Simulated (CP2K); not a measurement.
Runs of CP2K 2026.2 on CdSe. It takes space group F-43m (No. 216, cubic). The conventional cell has a = 6.141 Å, b = 6.141 Å, c = 6.141 Å, α = 90.00°, β = 90.00°, γ = 90.00°. Cd (site symmetry -43m) is surrounded by 4 Se at 2.66 Å. Around Se (site symmetry -43m) lie 4 Cd at 2.66 Å. Measurements of this composition are mostly on another form, of space group No. 186.

| level | smearing | NGRIDS | gap on the mesh (eV) | pressure (GPa) |
| --- | --- | --- | --- | --- |
| PBE | gaussian 0.1 eV | 5 | 0.55 | 1.8 |
| PBE | gaussian 0.023 eV | 5 | 0.55 | 1.8 |
| PBEsol | gaussian 0.02 eV | 4 | 0.39 | -0.4 |
| RPBE | gaussian 0.05 eV | 4 | (a) | 3.2 |

Alike in all rows: task single point; potentials or basis POTENTIAL_UZH Cd GTH-PBE-q12, Se GTH-PBE-q6; TZVP-MOLOPT-PBE-GTH basis; no spin polarisation; cell as given; k mesh 8 × 8 × 8.

Estimate the missing entries.

(a) 0.70.

Caveats: the basis of atomic orbitals isn't converged, which shifts pressures, moduli and gaps; the potentials were made for another functional, which shifts forces and pressure (some runs).

A k mesh can miss the band edges, and the runs leave out spin-orbit coupling on Cd, Se.
